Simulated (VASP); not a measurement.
A run of VASP 6.6.1 is set up as follows.

File INCAR:

```
SYSTEM = CsSnBr3
ALGO = Normal
EDIFF = 1E-6
EDIFFG = -0.01
ENCUT = 600
GGA = PS
IBRION = 2
ISIF = 3
ISMEAR = 0
KPAR = 4
LASPH = .True.
LCHARG = .False.
LREAL = .False.
LWAVE = .False.
NELM = 80
NSW = 90
PREC = Accurate
SIGMA = 0.03
```

The input KPOINTS:

```
k-points
0
Gamma
  6 6 6
  0 0 0
```

The input POSCAR:

```
CsSnBr3
1.0
    5.8390056100      0.0000000000      0.0000000000
    0.0000000000      5.8390056100      0.0000000000
    0.0000000000      0.0000000000      5.8390056100
Cs Sn Br
1 1 3
Direct
    0.0000000000      0.0000000000      0.0000000000
    0.5000000000      0.5000000000      0.5000000000
    0.5000000000      0.0000000000      0.5000000000
    0.5000000000      0.5000000000      0.0000000000
    0.0000000000      0.5000000000      0.5000000000
```

Potentials or basis: VASP PAW PBE potentials, release 64 (Cs_sv, Sn_d, Br).

Command:

```sh
$ cat potpaw_PBE.64/Cs_sv/POTCAR potpaw_PBE.64/Sn_d/POTCAR potpaw_PBE.64/Br/POTCAR > POTCAR
$ mpirun -np 4 vasp_std > vasp.out
```

Task: Predict the band gap on the k mesh.

Result: 0.22 eV, direct.

Task: Estimate the relaxed cell.

Result: a = 5.769 Å, b = 5.769 Å, c = 5.769 Å, α = 90.00°, β = 90.00°, γ = 90.00°.

Task: Predict the relaxed volume.

Result: 38.40 Å³/atom.

Task: Predict the space group after relaxing (to 0.05 Å).

Result: Pm-3m (No. 221).

The path:
```tsv
step	energy change (eV)	largest force (eV/Å)	pressure (GPa)	volume (Å³)
1	0.0000	0.0000	-0.77	199.07
2	-0.0169	0.0000	-0.19	193.58
3	-0.0180	0.0000	-0.02	191.98
```

Caveat: the PAW data sets were made with another functional, which shifts forces and pressure a little; spin-orbit coupling is left out, which moves the levels of the heavy elements. A k mesh can miss the band edges.
